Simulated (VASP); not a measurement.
Here is a VASP 6.6.1 calculation.

Contents of INCAR:

```
PREC     = Accurate       # precision mode
ENCUT    = 520            # plane-wave cutoff, eV
EDIFF    = 1E-7           # SCF threshold, eV
ISMEAR   = 0              # smearing method
SIGMA    = 0.03           # smearing width, eV
LREAL    = False          # projectors in reciprocal space
LASPH    = True           # aspherical terms in the spheres
NELM     = 60             # most SCF steps
ALGO     = Normal         # electronic algorithm
ISIF     = 2              # what is computed and relaxed
LWAVE    = False          # write WAVECAR
LCHARG   = False          # write CHGCAR
GGA      = PE             # functional
NBANDS   = 11             # bands
KPAR     = 8
```

File KPOINTS:

```
regular mesh
0
Gamma
  7 7 7
```

File POSCAR:

```
BeTe
1.0
    0.0000000000      2.8342600000      2.8342600000
    2.8342600000      0.0000000000      2.8342600000
    2.8342600000      2.8342600000      0.0000000000
Be Te
1 1
Direct
    0.0000000000      0.0000000000      0.0000000000
    0.7500000000      0.7500000000      0.7500000000
```

Potentials or basis: VASP PAW PBE potentials, release 64 (Be, Te).

Run with:

```sh
$ cat potpaw_PBE.64/Be/POTCAR potpaw_PBE.64/Te/POTCAR > POTCAR
$ mpirun -np 8 vasp_std > vasp.out
```

What does it give for the band gap on the k mesh?

2.07 eV, indirect (least direct gap 3.63 eV).

Estimate the pressure.

0.0 GPa.

Caveat: spin-orbit coupling is left out, which moves the levels of the heavy elements; an odd mesh through Γ misses points on the zone boundary, where band edges often lie. Expect the measured gap to be larger: semilocal functionals such as PBE lack the derivative discontinuity.
